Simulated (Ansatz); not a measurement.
Molecular dynamics on a 2×2×2 supercell (16 atoms) of AlAs (F-43m), relaxed with r2SCAN. Forces come from PBE in the PAW code Ansatz: Langevin thermostat and barostat (NPT), 1700 K, steps of 1.5 fs. Classical nuclei, no spin polarisation; a few dozen steps show the first response, not equilibrium.

```yaml
crystal:
  lattice:
    - [0.0, 5.6778503511, 5.6778503511]
    - [5.6778503511, 0.0, 5.6778503511]
    - [5.6778503511, 5.6778503511, 0.0]
  atoms:
    - { symbol: Al, position: [0.0, 0.0, 0.0] }
    - { symbol: As, position: [0.125, 0.125, 0.125] }
    - { symbol: Al, position: [0.0, 0.0, 0.5] }
    - { symbol: As, position: [0.125, 0.125, 0.625] }
    - { symbol: Al, position: [0.0, 0.5, 0.0] }
    - { symbol: As, position: [0.125, 0.625, 0.125] }
    - { symbol: Al, position: [0.0, 0.5, 0.5] }
    - { symbol: As, position: [0.125, 0.625, 0.625] }
    - { symbol: Al, position: [0.5, 0.0, 0.0] }
    - { symbol: As, position: [0.625, 0.125, 0.125] }
    - { symbol: Al, position: [0.5, 0.0, 0.5] }
    - { symbol: As, position: [0.625, 0.125, 0.625] }
    - { symbol: Al, position: [0.5, 0.5, 0.0] }
    - { symbol: As, position: [0.625, 0.625, 0.125] }
    - { symbol: Al, position: [0.5, 0.5, 0.5] }
    - { symbol: As, position: [0.625, 0.625, 0.625] }
kpoints:
  mp_grid: { grid: [2, 2, 2] }
hamiltonian:
  xc: pbe
scf:
  occupations: { method: fermi_dirac, width: 0.146 }
md:
  ensemble: npt_langevin
  temperature: 1700
  timestep: 1.5
  n_steps: 30
  initial_velocities: maxwell_boltzmann
  seed: 9254
```

Command: `ansatz run input.yaml --threads 4 --pin off --max-ram 3686MiB --backend cpu --events-out ev --progress --plain --runs-dir out`. It took 2.1 min on 4 threads of Arm Neoverse V1 (shared host); peak host memory 1.3 GiB.

```
step  t (fs)  T (K)  free energy F from step 0 (meV/atom)  kinetic energy (meV/atom)  pressure (GPa)  volume (Å³/atom)  largest force (eV/Å)
   0       0   1594                                   0.0                      206.0            3.13             22.88                  0.00
   1     1.5   1661                                   1.3                      214.7            3.18             22.88                  0.37
   2       3   1683                                   5.4                      217.5            3.24             22.88                  0.74
   3     4.5   1409                                  11.8                      182.2            3.15             22.88                  1.07
   4       6   1466                                  20.2                      189.5            3.29             22.88                  1.35
   5     7.5   1363                                  30.2                      176.1            3.34             22.88                  1.59
   6       9   1462                                  41.4                      189.0            3.50             22.89                  1.79
   7    10.5   1320                                  53.8                      170.7            3.49             22.91                  2.06
   8      12   1232                                  66.9                      159.2            3.53             22.92                  2.31
   9    13.5   1143                                  80.2                      147.7            3.54             22.94                  2.55
  10      15    997                                  92.7                      128.9            3.50             22.97                  2.77
  11    16.5   1034                                 104.7                      133.7            3.56             22.99                  2.97
  12      18    948                                 115.8                      122.5            3.51             23.01                  3.11
  13    19.5    865                                 124.7                      111.8            3.44             23.04                  3.13
  14      21    874                                 131.6                      112.9            3.40             23.06                  3.12
  15    22.5    800                                 136.1                      103.4            3.29             23.08                  3.11
  16      24    804                                 137.9                      103.9            3.20             23.10                  3.09
  17    25.5    794                                 137.8                      102.6            3.07             23.13                  3.04
  18      27    832                                 136.4                      107.5            2.94             23.15                  2.96
  19    28.5    907                                 133.7                      117.3            2.83             23.18                  2.85
  20      30   1026                                 129.9                      132.7            2.74             23.20                  2.82
  21    31.5   1073                                 125.2                      138.7            2.61             23.22                  2.77
  22      33   1143                                 120.4                      147.8            2.49             23.24                  2.72
  23    34.5   1212                                 115.3                      156.7            2.38             23.25                  2.66
  24      36   1237                                 109.7                      159.8            2.22             23.28                  2.57
  25    37.5   1259                                 105.4                      162.7            2.09             23.30                  2.48
  26      39   1261                                 103.3                      163.0            1.95             23.32                  2.42
  27    40.5   1296                                 102.6                      167.5            1.84             23.35                  2.35
  28      42   1334                                 102.7                      172.4            1.72             23.39                  2.27
  29    43.5   1343                                 103.4                      173.5            1.57             23.43                  2.19
  30      45   1286                                 104.8                      166.2            1.38             23.48                  2.15
```

The temperature starts at 1594 K, is lowest at step 17 (794 K, 25.5 fs) and ends at 1286 K. The thermostat hasn't had time to restore it. The atoms start on their lattice sites with kinetic energy alone, so much of it first passes into potential energy.

Positions (Å) and forces (eV/Å) at step 30:
```
cell (Å): 0.000 5.727 5.727; 5.727 0.000 5.727; 5.727 5.727 0.000
Al   0.265   0.147   0.131    -2.148   0.048  -0.115
As   1.329   1.704   1.573     0.601  -1.032   0.892
Al   2.830   2.974   0.215    -0.093  -0.110  -1.298
As   4.122   4.480   1.506     1.909  -0.174  -0.082
Al   2.792  -0.228   2.694     0.006   0.722   0.575
As   4.345   1.330   4.150    -0.078  -0.930   0.133
Al   5.742   2.797   2.783    -1.371   0.465  -0.377
As   6.923   4.134   4.324     1.777   0.842  -0.169
Al  -0.172   3.090   3.056     0.382  -0.255  -0.844
As   1.350   4.242   4.502     0.895   0.509  -0.366
Al   2.729   5.762   2.958     0.383  -0.163   0.901
As   4.248   7.308   4.310    -0.806  -0.620   0.901
Al   2.924   2.708   5.585     0.851   0.484   0.443
As   4.517   4.314   6.973    -1.733  -0.286   0.301
Al   5.802   5.837   5.634     0.049   0.629   0.012
As   7.284   7.211   7.203    -0.623  -0.130  -0.906
```
